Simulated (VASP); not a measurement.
The system is CaO.

```
CELL_PARAMETERS angstrom
0.00000 2.40356 2.40356
2.40356 0.00000 2.40356
2.40356 2.40356 0.00000
ATOMIC_POSITIONS crystal
Ca 0.00000 0.00000 0.00000
O 0.50000 0.50000 0.50000
```

The cell is a database's computed one.

Base run:

- Program: VASP 6.6.1
- Functional: HSE06
- Potentials or basis: VASP PAW PBE potentials, release 64 (Ca_sv, O)
- Cutoff: 520 eV
- k mesh: 6 × 6 × 6
- Occupations: gaussian, width 0.02 eV
- Spin: no spin polarisation

Its results: band gap on the k mesh 5.32 eV, indirect (least direct gap 5.74 eV); pressure 0.1 GPa.

Problem. The run is repeated on the same cell with these changes: functional from HSE06 to HSE03. What comes out?

Solution. Band gap on the k mesh 5.04 eV, indirect (least direct gap 5.46 eV); pressure 0.1 GPa.

Caveats: the PAW data sets were made with another functional, which shifts forces and pressure a little.
